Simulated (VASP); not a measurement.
The system is MgS (Niningerite).

```xyz
8
Lattice="5.6051 0.0000 0.0000 0.0000 5.6051 0.0000 0.0000 0.0000 5.6051" Properties=species:S:1:pos:R:3 pbc="T T T"
S     2.8025    0.0000    0.0000
S     0.0000    2.8025    0.0000
S     0.0000    0.0000    2.8025
S     2.8025    2.8025    2.8025
Mg    0.0000    0.0000    0.0000
Mg    0.0000    2.8025    2.8025
Mg    2.8025    0.0000    2.8025
Mg    2.8025    2.8025    0.0000
```

The cell isn't the ideal one: volume scaled by 1.25.

- Program: VASP 6.6.1
- Task: relaxation of cell and atoms
- Functional: PBEsol
- Dispersion: D3(BJ)
- Potentials or basis: VASP PAW PBE potentials, release 64 (S, Mg_pv)
- Cutoff: 600 eV
- k mesh: 5 × 5 × 5
- Occupations: fermi-dirac, width 0.1 eV
- Spin: no spin polarisation

At the start: pressure -13.4 GPa; volume 22.01 Å³/atom.

Q: Where does the relaxation end?

A: Over 15 steps the energy falls by 276.9 meV/atom and the volume is 16.76 Å³/atom (-23.8 %); space group Fm-3m (No. 225, to 0.05 Å).

The path:
| step | energy change (eV) | largest force (eV/Å) | pressure (GPa) | volume (Å³) |
| --- | --- | --- | --- | --- |
| 1 | 0.0000 | 0.0000 | -13.41 | 176.09 |
| 2 | -2.2139 | 0.0000 | 0.87 | 133.19 |
| 3 | -2.2153 | 0.0000 | -0.25 | 134.42 |
| 4 | -2.2154 | 0.0000 | -0.22 | 134.41 |
| 5 | -2.2154 | 0.0000 | -0.24 | 134.39 |
| 6 | -2.2154 | 0.0000 | -0.18 | 134.39 |
| 7 | -2.2154 | 0.0000 | -0.19 | 134.39 |
| 8 | -2.2154 | 0.0000 | -0.19 | 134.39 |
| 9 | -2.2154 | 0.0000 | -0.19 | 134.39 |
| 10 | -2.2154 | 0.0000 | -0.19 | 134.38 |
| 11 | -2.2154 | 0.0000 | -0.20 | 134.37 |
| 12 | -2.2154 | 0.0000 | -0.21 | 134.36 |
| 13 | -2.2155 | 0.0000 | -0.12 | 134.32 |
| 14 | -2.2155 | 0.0000 | -0.08 | 134.25 |
| 15 | -2.2156 | 0.0000 | 0.02 | 134.12 |

Final structure:
```cif
data_structure
_symmetry_space_group_name_H-M 'P 1'
_symmetry_Int_Tables_number 1
_cell_length_a 5.1187
_cell_length_b 5.1187
_cell_length_c 5.1187
_cell_angle_alpha 90.000
_cell_angle_beta 90.000
_cell_angle_gamma 90.000
_cell_volume 134.12
loop_
_atom_site_label
_atom_site_type_symbol
_atom_site_fract_x
_atom_site_fract_y
_atom_site_fract_z
_atom_site_occupancy
S1 S 0.50000 0.00000 0.00000 1
S2 S 0.00000 0.50000 0.00000 1
S3 S 0.00000 0.00000 0.50000 1
S4 S 0.50000 0.50000 0.50000 1
Mg1 Mg 0.00000 0.00000 0.00000 1
Mg2 Mg 0.00000 0.50000 0.50000 1
Mg3 Mg 0.50000 0.00000 0.50000 1
Mg4 Mg 0.50000 0.50000 0.00000 1
```

Caveat: the PAW data sets were made with another functional, which shifts forces and pressure a little.
